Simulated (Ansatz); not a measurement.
Starting cell, ZrO2 (tetragonal-ZrO2 type, space group P4_2/nmc):

```
ZrO2
1.0
    3.62082     0.00000     0.00000
    0.00000     3.62082     0.00000
    0.00000     0.00000     5.28425
Zr O
2 4
Direct
  0.00000   0.00000   0.00000
  0.50000   0.50000   0.50000
  0.00000   0.50000   0.19251
  0.00000   0.50000   0.69251
  0.50000   0.00000   0.30749
  0.50000   0.00000   0.80749
```

In this cell atom 1 (Zr, nearest neighbour O at 2.077 Å; its periodic images, 3.6 Å or more away, move with it) is moved by u·(1.000, 0.000, 0.000) + v·(0.000, 0.000, 1.000); the rest is frozen.

These are PBE (plane waves to 420 eV, PAW, scalar-relativistic; Ansatz, a first-principles code) values and carry that method's errors. k mesh 7×7×5 (Γ-centred), Fermi-Dirac smearing 0.05 eV. Points where atoms come too close for the PAW data are left out (x in tables, blank in figures). Fu and Fv are the components of the force on the atom. The PAW data are Ansatz's earlier set. This is a high-temperature form of ZrO2. ZrO2 is run without spin polarisation. ZrO2 was relaxed with its symmetry unable to fall. 

```json
[
 {"Fv (eV/Å)": "v = -0.310", "u = -0.310": "x", "u = -0.207": "x", "u = -0.103": "6.69", "u = 0.000": "6.39", "u = 0.103": "6.69", "u = 0.207": "x", "u = 0.310": "x"},
 {"Fv (eV/Å)": "v = -0.207", "u = -0.310": "x", "u = -0.207": "x", "u = -0.103": "4.72", "u = 0.000": "[?]", "u = 0.103": "4.72", "u = 0.207": "x", "u = 0.310": "x"},
 {"Fv (eV/Å)": "v = -0.103", "u = -0.310": "x", "u = -0.207": "3.27", "u = -0.103": "2.52", "u = 0.000": "2.29", "u = 0.103": "2.52", "u = 0.207": "3.27", "u = 0.310": "x"},
 {"Fv (eV/Å)": "v = 0.000", "u = -0.310": "1.95", "u = -0.207": "0.80", "u = -0.103": "0.19", "u = 0.000": "0.00", "u = 0.103": "0.19", "u = 0.207": "0.80", "u = 0.310": "1.95"},
 {"Fv (eV/Å)": "v = 0.103", "u = -0.310": "-0.83", "u = -0.207": "-1.68", "u = -0.103": "-2.14", "u = 0.000": "-2.29", "u = 0.103": "-2.14", "u = 0.207": "-1.68", "u = 0.310": "-0.83"},
 {"Fv (eV/Å)": "v = 0.207", "u = -0.310": "-3.55", "u = -0.207": "-4.07", "u = -0.103": "[?]", "u = 0.000": "[?]", "u = 0.103": "[?]", "u = 0.207": "-4.07", "u = 0.310": "-3.55"},
 {"Fv (eV/Å)": "v = 0.310", "u = -0.310": "-6.09", "u = -0.207": "-6.25", "u = -0.103": "-6.36", "u = 0.000": "-6.39", "u = 0.103": "-6.36", "u = 0.207": "-6.25", "u = 0.310": "-6.09"}
]
```

Question: Fill in the missing entries.

Answer: 
- v = -0.207, u = 0.000: 4.46
- v = 0.207, u = -0.103: -4.36
- v = 0.207, u = 0.000: -4.46
- v = 0.207, u = 0.103: -4.36

(For displaced atoms, the force is minus the slope of the energy, and its curvature is a force constant, which sets phonon frequencies.)
